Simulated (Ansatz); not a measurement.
# Where the states of CO2 lie

```cif
data_structure
_symmetry_space_group_name_H-M 'P 1'
_symmetry_Int_Tables_number 1
_cell_length_a 3.8813
_cell_length_b 3.8813
_cell_length_c 3.8813
_cell_angle_alpha 125.541
_cell_angle_beta 125.541
_cell_angle_gamma 80.643
_cell_volume 37.33
loop_
_atom_site_label
_atom_site_type_symbol
_atom_site_fract_x
_atom_site_fract_y
_atom_site_fract_z
_atom_site_occupancy
C1 C 0.00000 0.00000 0.00000 1
C2 C 0.75000 0.25000 0.50000 1
O1 O 0.37500 0.33900 0.46400 1
O2 O 0.66100 0.12500 0.03600 1
O3 O 0.87500 0.91100 0.53600 1
O4 O 0.08900 0.62500 0.96400 1
```

The runs use the primitive cell with vectors (-1.776, 1.776, 2.959), (1.776, -1.776, 2.959), (1.776, 1.776, -2.959) Å, to which the k mesh refers.

The conventional cell has a = 3.552 Å, b = 3.552 Å, c = 5.918 Å, α = 90.00°, β = 90.00°, γ = 90.00°. C (atom 1) has 4 O at 1.38 Å as nearest neighbours. O (atom 3) is surrounded by 2 C at 1.38 Å.

The cell comes from COD entry 1517802, which wasn't checked; take it as a given geometry.

All numbers below come from DFT, PBE, all-electron LAPW, scalar-relativistic in Ansatz 0.2.0.

The runs use a Γ-centred 8×8×10 k mesh, Fermi–Dirac smearing of 0.03 eV, basis error target 1 meV/atom, no spin polarisation; this mesh doesn't keep the crystal's whole symmetry, which leaves small spurious terms.

Question: Which of the resolved shells contributes most in the top eV of the valence band?

Answer: O 2p, with 96 % of all states there; O 2s follows with 2 %.

Question: Tabulate the density of states.

Answer: States per eV and cell, averaged over 0.6 eV, from -5.8 to 0.0 eV, with energies (bin centres) from the valence-band top; empty bins are left out. The partial columns, the largest 4 alone, are projections on Löwdin-orthogonalised atomic shells (those that the program's projection atoms carry: the occupied ones and, for some elements, an empty d or f shell; other empty shells have no column), summed over atoms of an element. Weights on diffuse s and p shells depend on that basis and aren't pure angular character.
```csv
E (eV),total,O 2p,O 2s,C 2p,C 2s
-5.6,2.36,1.75,0.31,0.26,0.01
-5.0,2.79,2.19,0.29,0.26,0.01
-4.4,1.14,0.94,0.11,0.07,0.01
-3.8,1.84,1.48,0.19,0.14,0.01
-3.2,3.39,2.69,0.41,0.21,0.03
-2.6,2.09,1.72,0.21,0.13,0.01
-2.0,1.77,1.55,0.12,0.07,0.01
-1.4,3.42,3.18,0.13,0.07,0.01
-0.8,3.32,3.15,0.08,0.04,0.01
-0.2,4.00,3.84,0.08,0.04,0.01
```
